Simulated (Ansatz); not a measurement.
# Al: do energies and stresses tell the same story?

Level of theory: Ansatz, DFT PBE, scalar-relativistic, plane waves, PAW.

Settings: cutoff 420 eV, Γ-centred mesh 18×18×18 on the computed 1-atom cell, Gaussian smearing of 0.10 eV; no spin polarisation.

Relaxed cell: Im-3m, a = 3.235 Å, b = 3.235 Å, c = 3.235 Å, α = 90.00°, β = 90.00°, γ = 90.00°, 1 atom in the primitive cell. This bcc form isn't the element's structure at ambient conditions.

Energies at zero smearing and pressures from the stress tensor, at volumes with shape and atoms relaxed:
```
V (Å³/atom) E − E(first) (meV/atom) P (GPa)
     14.896                     0.00    11.62
     15.404                   -30.95     8.01
     15.912                   -51.46     4.95
     16.420                   -63.02     2.32
     16.928                   -66.77     0.04
     17.436                   -63.75    -1.91
     17.943                   -54.95    -3.56
     18.621                   -35.82    -5.36
```

Task: Check P = −dE/dV between neighbouring volumes, and get the bulk modulus from the pressures alone.

Result: With 1 eV/Å³ = 160.2 GPa:
```tsv
middle V (Å³/atom)	−ΔE/ΔV (GPa)	mean P (GPa)
15.150	9.766	9.814
15.658	6.470	6.478
16.166	3.647	3.630
16.674	1.183	1.180
17.182	-0.952	-0.930
17.690	-2.778	-2.733
18.282	-4.526	-4.459
```

The two differ by 0.07 GPa at most. The mean of two end pressures misses the average over a step by about ΔV² P″/12, up to 0.05 GPa here; with that taken off 0.05 GPa remains. The stress is the derivative of the free energy, not of the energy at zero smearing, and with free energies 0.01 GPa remains. Around V = 16.928 Å³/atom, the two neighbours give B = −V ΔP/ΔV = 16.928 × 4.22 / 1.016 = 70.3 GPa, against B0 = 69.9 GPa from the Birch–Murnaghan fit of the energies.